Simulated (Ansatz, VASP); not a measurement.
## Sr in VASP and in Ansatz

```
Sr
1.0
     0.00000    2.57786    2.57786
     2.57786    0.00000    2.57786
     2.57786    2.57786    0.00000
Sr
1
Direct
  0.00000 0.00000 0.00000
```

Alike in both runs: functional LDA; k mesh 13 × 13 × 13; occupations fermi-dirac, width 0.1 eV; no spin polarisation.

Ansatz relaxed the structure, and its values are those at the end. VASP's run is a single point on that final structure, the one shown.

|  | VASP | Ansatz |
| --- | --- | --- |
| version | VASP 6.6.1 | Ansatz 0.2.0 |
| potentials or method | VASP PAW LDA potentials, release 64 (Sr_sv), cutoff 520 eV | all-electron LAPW, scalar-relativistic |

```tsv
	VASP	Ansatz	Ansatz less VASP
pressure (GPa)	8.1	8.1	-0.03
```

Ansatz ran all-electron here, so the differences hold the error of VASP's frozen core and of both bases.
